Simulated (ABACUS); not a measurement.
Sb:

```
Sb
1.0
    -1.59487    1.55125    2.72767
     1.54722   -1.56493    2.70791
     1.61542    1.58547   -2.73561
Sb
1
Cartesian
  0.0000 0.0000 0.0000
```

This isn't the form of Sb at room conditions, which is rhombohedral.

Base run:

* Program: ABACUS 3.10.1
* Functional: r2SCAN
* Potentials or basis: SG15 ONCV 1.2 PBE
* Cutoff: 1102 eV
* Density cutoff: 4408 eV
* Basis: plane waves
* k mesh: 7 × 7 × 8
* Occupations: fermi-dirac, width 0.05 eV
* Spin: no spin polarisation

Its results: band gap on the k mesh none (metal or under the smearing width); pressure 0.3 GPa.

Question: The run is repeated on the same cell with these changes: functional from r2SCAN to LDA. What comes out?

Answer: Band gap on the k mesh none (metal or under the smearing width); pressure -3.5 GPa.

Caveats: the potentials were made for another functional, which shifts forces and pressure.
